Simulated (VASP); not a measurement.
# HfN (F-43m) in VASP: a series of runs

One crystal, HfN, is run at these levels: PBEsol; tasks: single point.

All numbers are computed with VASP 6.6.1; they aren't measurements. Logs are shortened: lines on timing, memory, paths and dates and some standing lists are left out, and cuts for length are marked.

**1. The crystal as given**

The structure is cubic, space group F-43m (No. 216). The conventional cell has a = 4.910 Å, b = 4.910 Å, c = 4.910 Å, α = 90.00°, β = 90.00°, γ = 90.00°. Around Hf (site symmetry -43m) lie 4 N at 2.13 Å. Around N (site symmetry -43m) lie 4 Hf at 2.13 Å.

The cell comes from a database or a generator and needn't be the stable form of this composition.

**2. Single point, PBEsol**

Contents of INCAR:

```
SYSTEM = HfN
PREC = Accurate ; ENCUT = 900
EDIFF = 1E-7 ; ISMEAR = 0
SIGMA = 0.05 ; LREAL = .False.
LASPH = .True. ; NELM = 100
ALGO = Normal ; ISIF = 2
LWAVE = .False. ; LCHARG = .False.
GGA = PS ; ADDGRID = .False.
```

Contents of KPOINTS:

```
Automatic mesh
0
Gamma
  10 10 10
  0 0 0
```

Contents of POSCAR:

```
HfN
1.0
    0.0000000000      2.4548220000      2.4548220000
    2.4548220000      0.0000000000      2.4548220000
    2.4548220000      2.4548220000      0.0000000000
Hf N
1 1
Direct
    0.0013890000     -0.0035870000      0.0084710000
    0.2560200000      0.2829830000      0.2320270000
```

Potentials or basis: VASP PAW PBE potentials, release 64 (Hf_pv, N).

The run is started by

```sh
$ cat potpaw_PBE.64/Hf_pv/POTCAR potpaw_PBE.64/N/POTCAR > POTCAR
$ mpirun -np 1 vasp_std > vasp.out
```

OUTCAR:

```text
SYSTEM = HfN
   PREC = Accurate
   ENCUT = 900
   EDIFF = 1E-7
   ISMEAR = 0
   LREAL = .False.
   LASPH = .True.
   NELM = 100
   ISIF = 2
   GGA = PS

 Found    504 irreducible k-points:

 Following reciprocal coordinates:
            Coordinates               Weight
  0.000000  0.000000  0.000000      1.000000
  0.100000  0.000000  0.000000      2.000000
  0.000000  0.100000  0.000000      2.000000
  0.000000  0.000000  0.100000      2.000000
  0.100000  0.100000  0.100000      2.000000
  0.200000  0.000000  0.000000      2.000000
   k-points           NKPTS =    504   k-points in BZ     NKDIM =    504   number of bands    NBANDS=     11
   number of dos      NEDOS =    301   number of ions     NIONS =      2
   total plane-waves  NPLWV =  46656
   dimension x,y,z NGX =    36 NGY =   36 NGZ =   36
   dimension x,y,z NGXF=    72 NGYF=   72 NGZF=   72
   ions per type =               1   1
   NGX,Y,Z   is equivalent  to a cutoff of  17.24, 17.24, 17.24 a.u.
   NGXF,Y,Z  is equivalent  to a cutoff of  34.48, 34.48, 34.48 a.u.
 SYSTEM =  HfN
   PREC   = accura    normal or accurate (medium, high low for compatibility)
   ISTART =      0    job   : 0-new  1-cont  2-samecut
   ICHARG =      2    charge: 1-file 2-atom 10-const
   ISPIN  =      1    spin polarized calculation?
   LNONCOLLINEAR =      F non collinear calculations
   LSORBIT =      F    spin-orbit coupling
   LASPH  =      T    aspherical Exc in radial PAW
   ENCUT  =  900.0 eV  66.15 Ry    8.13 a.u.   8.49  8.49  8.49*2*pi/ulx,y,z
   NELM   =    100;   NELMIN=  2; NELMDL= -5     # of ELM steps
   EDIFF  = 0.1E-06   stopping-criterion for ELM
   LREAL  =      F    real-space projection
   EDIFFG = 0.1E-05   stopping-criterion for IOM
   NSW    =      0    number of steps for IOM
   IBRION =     -1    ionic relax: 0-MD 1-quasi-New 2-CG
   NFREE  =      0    steps in history (QN), initial steepest desc. (CG)
   ISIF   =      2    stress and relaxation
   ISYM   =      2    0-nonsym 1-usesym 2-fastsym
   POTIM  = 0.5000    time-step for ionic-motion
   TEBEG  =    0.0;   TEEND  =   0.0 temperature during run
   PSTRESS=    0.0 pullay stress
   NELECT =      15.0000    total number of electrons
   NUPDOWN=      -1.0000    fix difference up-down
   EMIN   =  10.00;   EMAX   =-10.00  energy-range for DOS
   EFERMI =   0.00;   METHOD = LEGACY
   ISMEAR =     0;   SIGMA  =   0.05  broadening in eV -4-tet -1-fermi 0-gaus
   EFERMI_NEDOS =   21; number of points for ismear=-14 and -15
   IALGO  =     38    algorithm
   IMIX   =      4    mixing-type and parameters
     AMIX     =   0.40;   BMIX     =  1.00
     AMIX_MAG =   1.60;   BMIX_MAG =  1.00
  volume/ion in A,a.u.               =      14.79        99.83
  Fermi-wavevector in a.u.,A,eV,Ry     =   1.305395  2.466839 23.185087  1.704056
  Thomas-Fermi vector in A             =   2.436267
   LORBIT       =      0    0 simple, 1 ext, 2 COOP (PROOUT), +10 PAW based schemes
   GGA     = PS    functional components
   LHFCALC =     F    Hartree Fock is set to
   AEXX    =    0.0000 exact exchange contribution
   IVDW    =     0    specifies the selected vdW correction
   LEPSILON=     F    determine dielectric tensor
   LRPA    =     F    only Hartree local field effects (RPA)
 non-spin polarized calculation
 Gauss-broadening in eV      SIGMA  =   0.05
  energy-cutoff  :      900.00
  volume of cell :       29.59
 maximum number of plane-waves:      1837
 NGX is ok and might be reduce to    36
   NGX = 17   NGY = 17   NGZ = 17

 number of electron      15.0000000 magnetization

 Free energy of the ion-electron system (eV)
  ---------------------------------------------------
  ext. energy  EPLUGINS =         0.00000000
  ---------------------------------------------------
  free energy    TOTEN  =       -22.17610987 eV

  energy without entropy =      -22.17518068  energy(sigma->0) =      -22.17564528

 E-fermi :   5.5328     XC(G=0): -11.3946

 val. band max:        5.5320195439   @ k =  -0.1000  -0.3000   0.5000
 cond. band min:       5.5360006693   @ k =   0.0000   0.1000   0.1000
 fundamental gap:      0.0039811254
 Fermi energy:         5.5328424201

 k-point     1 :       0.0000    0.0000    0.0000
  band No.  band energies     occupation
      1     -25.4714      2.00000
      2     -25.4480      2.00000
      3     -25.4423      2.00000
      4     -10.5002      2.00000
      5      -0.0012      2.00000
      6       0.1492      2.00000
      7       0.3186      2.00000
      8       4.8463      2.00000
      9       7.7791      0.00000
     10       7.7916      0.00000
     11      11.5595      0.00000

 k-point     2 :       0.1000    0.0000    0.0000
  band No.  band energies     occupation
      1     -25.5060      2.00000
      2     -25.4683      2.00000
      3     -25.4479      2.00000
      4     -10.3780      2.00000
      5      -0.1147      2.00000
      6       0.1481      2.00000
      7       0.3657      2.00000
      8       5.3568      2.00000
      9       7.6235      0.00000
     10       7.6338      0.00000
     11      11.8254      0.00000

 k-point     3 :       0.0000    0.1000    0.0000
  band No.  band energies     occupation
      1     -25.5223      2.00000
      2     -25.4550      2.00000
      3     -25.4485      2.00000
      4     -10.3641      2.00000
      5      -0.2007      2.00000
      6       0.2479      2.00000
      7       0.3959      2.00000
      8       5.3384      2.00000
      9       7.5820      0.00000
     10       7.5885      0.00000
     11      11.8556      0.00000

 k-point     4 :       0.0000    0.0000    0.1000
  band No.  band energies     occupation
      1     -25.4936      2.00000
      2     -25.4732      2.00000
      3     -25.4519      2.00000
      4     -10.3919      2.00000
      5       0.0025      2.00000
      6       0.1201      2.00000
      7       0.2326      2.00000
      8       5.3963      1.99989
      9       7.6579      0.00000
     10       7.6661      0.00000
     11      11.3845      0.00000

 k-point     5 :       0.1000    0.1000    0.1000
  band No.  band energies     occupation
      1     -25.4966      2.00000
      2     -25.4722      2.00000
      3     -25.4512      2.00000
      4     -10.3869      2.00000
      5      -0.0459      2.00000
      6       0.1137      2.00000
      7       0.3048      2.00000
      8       5.3781      1.99999
      9       7.6430      0.00000
     10       7.6585      0.00000
     11      11.5163      0.00000

 k-point     6 :       0.2000    0.0000    0.0000
  band No.  band energies     occupation
      1     -25.6270      2.00000
      2     -25.4879      2.00000
      3     -25.4627      2.00000
      4     -10.0686      2.00000
      5      -0.4272      2.00000
      6       0.3809      2.00000
      7       0.4788      2.00000
      8       6.4000      0.00000
      9       7.4068      0.00000
     10       7.4729      0.00000
     11      11.4823      0.00000

 [... further k-points ...]
[... 5 lines left out ...]
  --------------------------------------------------------------------------------------
  -------------------------------------------------------------------------------------
  Total       -0.8029614     -0.7695990     -0.7956958     -1.0393301     -0.3841619      0.5941182
  in kB      -43.4825725    -41.6759049    -43.0891207    -56.2825911    -20.8034238     32.1731375
  external PRESSURE =     -42.7491994 kB  Pullay stress =       0.0000000 kB

 VOLUME and BASIS-vectors are now :
 -----------------------------------------------------------------------------
  energy-cutoff  :      900.00
  volume of cell :       29.59
      direct lattice vectors                 reciprocal lattice vectors
     0.000000000  2.454822000  2.454822000    -0.203680756  0.203680756  0.203680756
     2.454822000  0.000000000  2.454822000     0.203680756 -0.203680756  0.203680756
     2.454822000  2.454822000  0.000000000     0.203680756  0.203680756 -0.203680756

 POSITION                                       TOTAL-FORCE (eV/Angst)
 -----------------------------------------------------------------------------------
      2.46681      0.02420      2.44943         0.434494     -0.688889      1.237496
      1.26426      1.19807      1.32316        -0.434494      0.688889     -1.237496
 -----------------------------------------------------------------------------------
    total drift:                               -0.000043      0.000049     -0.000022

  FREE ENERGIE OF THE ION-ELECTRON SYSTEM (eV)
  ---------------------------------------------------
  free  energy   TOTEN  =       -22.1761098687 eV

  energy  without entropy=      -22.1751806849  energy(sigma->0) =      -22.17564528
```

It took 2.6 min on 1 thread of Intel Xeon 6975P-C (Granite Rapids), shared host; peak memory 0.56 GiB.

The run converged, but some of its settings lie outside the range that counts as converged, so its numbers aren't taken as properties of the crystal.

Results:

```
Free energy            : -22.1761 eV
Pressure               : -4.3 GPa
Largest force          : 1.481 eV/Å
Band gap on the k mesh : none (metal or under the smearing width)
```

Caveat: the PAW data sets were made with another functional, which shifts forces and pressure a little.

**3. Single point, PBEsol**

Changes to INCAR since step 2:

```diff
@@ -1,3 +1,3 @@
 SYSTEM = HfN
-PREC = Accurate ; ENCUT = 900
+PREC = Accurate ; ENCUT = 650
 EDIFF = 1E-7 ; ISMEAR = 0
```

Contents of KPOINTS:

```
Automatic mesh
0
Gamma
  12 12 12
  0 0 0
```

Contents of POSCAR:

```
HfN
1.0
    0.0000000000      2.4548220000      2.4548220000
    2.4548220000      0.0000000000      2.4548220000
    2.4548220000      2.4548220000      0.0000000000
Hf N
1 1
Direct
    0.0000000000      0.0000000000      0.0000000000
    0.2500000000      0.2500000000      0.2500000000
```

Potentials or basis: VASP PAW PBE potentials, release 64 (Hf_pv, N).

The run is started by

```sh
$ cat potpaw_PBE.64/Hf_pv/POTCAR potpaw_PBE.64/N/POTCAR > POTCAR
$ mpirun -np 1 vasp_std > vasp.out
```

It took 19 s on 1 thread of Intel Xeon 6975P-C (Granite Rapids), shared host; peak memory 0.19 GiB.

The run converged, but some of its settings lie outside the range that counts as converged, so its numbers aren't taken as properties of the crystal.

Results:

* Free energy: -22.2501 eV
* Pressure: -6.0 GPa
* Band gap on the k mesh: none (metal or under the smearing width)

Caveat: the PAW data sets were made with another functional, which shifts forces and pressure a little.
